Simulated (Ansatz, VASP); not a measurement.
## One calculation of Au, two programs

The input INCAR:

```
  PREC = Accurate
  ENCUT = 520
  EDIFF = 1E-7
  ISMEAR = 0
  SIGMA = 0.1
  LREAL = False
  LASPH = True
  NELM = 100
  ALGO = Fast
  ISIF = 2
  LWAVE = False
  LCHARG = True
  GGA = PE
  LELF = True
  LVHAR = True
  NBANDS = 30
```

Contents of KPOINTS:

```
regular mesh
0
Gamma
  9 9 2
```

Contents of POSCAR:

```
Au
1.0
    2.5035974252      0.0000000000      0.0000000000
   -1.2517987127      2.1681789711      0.0000000000
    0.0000000000      0.0000000000      8.1731282505
Au
4
Direct
    0.0000000000      0.0000000000      0.0000000000
    0.3333333300      0.6666666700      0.2500000000
    0.0000000000      0.0000000000      0.5000000000
    0.6666666700      0.3333333300      0.7500000000
```

Input for Ansatz:

```yaml
crystal:
  lattice:
    - [2.5035974252, 0.0, 0.0]
    - [-1.2517987127, 2.1681789711, 0.0]
    - [0.0, 0.0, 8.1731282505]
  atoms:
    - { symbol: Au, position: [0.0, 0.0, 0.0] }
    - { symbol: Au, position: [0.33333333, 0.66666667, 0.25] }
    - { symbol: Au, position: [0.0, 0.0, 0.5] }
    - { symbol: Au, position: [0.66666667, 0.33333333, 0.75] }
basis:
  ecutwfc: 420
kpoints:
  mp_grid: { grid: [9, 9, 2] }
hamiltonian:
  xc: pbe
scf:
  occupations: { method: gaussian, width: 0.1 }
output:
  forces: true
  stress: true
  eigenvalues: true
```

Alike in both runs: task single point; functional PBE; k mesh 9 × 9 × 2; occupations gaussian, width 0.1 eV; no spin polarisation.

```csv
,VASP,Ansatz
version,VASP 6.6.1,Ansatz 0.2.0
potentials or method,"VASP PAW PBE potentials, release 64 (Au)","scalar-relativistic, plane waves, PAW"
plane-wave cutoff (eV),520,420
valence electrons in the cell,44,76
```

|  | VASP | Ansatz | Ansatz less VASP |
| --- | --- | --- | --- |
| gap on the k mesh at the Fermi level (eV) | none | none | - |
| pressure (GPa) | 264.3 | 263.3 | -1.05 |
| largest component of the traceless stress (GPa) | 1.86 | 1.81 | -0.054 |

A gap of «none» marks a metal or a gap that the smearing closes. The two sets of potentials don't hold the same shells in valence.

Caveats: the k mesh is coarse (spacing up to 0.38 Å⁻¹), so the values aren't converged; the cell as given lies far from equilibrium; so large a pressure means that the cell lies far from this level's equilibrium, or that cutoff or potentials fall short (VASP). Spin-orbit coupling is left out, which matters for the levels of Au.
